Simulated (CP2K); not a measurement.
Sb:

```
Sb
1.0
     3.24126    0.00000    0.00000
    -1.08042    3.05589    0.00000
    -1.08042   -1.52794    2.64648
Sb
1
Direct
  0.00000 0.00000 0.00000
```

This isn't the form of Sb at room conditions, which is rhombohedral.

Base run:

```yaml
Program: CP2K 2026.2
Functional: TASK
Potentials_or_basis: POTENTIAL_UZH Sb GTH-SCAN-q5; TZVP-MOLOPT-SCAN-GTH basis
Density_cutoff: 9184 eV
k_mesh: 10 × 10 × 10
Occupations: fermi-dirac, width 0.1 eV
Spin: no spin polarisation
```

Its results: band gap on the k mesh none (metal or under the smearing width); pressure 4.1 GPa.

Problem. The run is repeated on the same cell with these changes: functional from TASK to r2SCAN. What comes out?

Solution. Band gap on the k mesh none (metal or under the smearing width); pressure 2.1 GPa.

Caveats: spin-orbit coupling is left out, which moves the levels of the heavy elements; the basis of atomic orbitals isn't converged, which shifts pressures, moduli and gaps; the potentials were made for another functional, which shifts forces and pressure (some runs).
